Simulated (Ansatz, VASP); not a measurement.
## Ir in VASP and in Ansatz

```
Ir
1.0
     2.75138    0.00000    0.00000
    -1.37569    2.38276    0.00000
     0.00000    0.00000    4.46229
Ir
2
Direct
  0.33333 0.66667 0.25000
  0.66667 0.33333 0.75000
```

This isn't the form of Ir at room conditions, which is fcc.

Alike in both runs: task band structure; functional BLYP; k mesh 11 × 11 × 6; occupations fermi-dirac, width 0.05 eV; no spin polarisation.

```csv
,VASP,Ansatz
version,VASP 6.6.1,Ansatz 0.2.0
potentials or method,"VASP PAW PBE potentials, release 64 (Ir)",Ansatz PAW
plane-wave cutoff (eV),520,420
valence electrons in the cell,18,34
```

Ansatz gave:

* gap on the k mesh at the Fermi level (eV): none
* pressure (GPa): 15.3

Task: What did VASP give for the same quantities?

Result: gap on the k mesh at the Fermi level (eV): none; pressure (GPa): 18.2.

A gap of «none» marks a metal or a gap that the smearing closes. The functional is the same, so the differences come from potentials, cutoffs and numerics. The two sets of potentials don't hold the same shells in valence.

Caveats: spin-orbit coupling is left out, which moves the levels of the heavy elements; the PAW data sets were made with another functional, which shifts forces and pressure a little (VASP); the PAW data sets come from PBE, with cores solved anew for the run's functional, which leaves a small shift of forces and pressure (Ansatz).
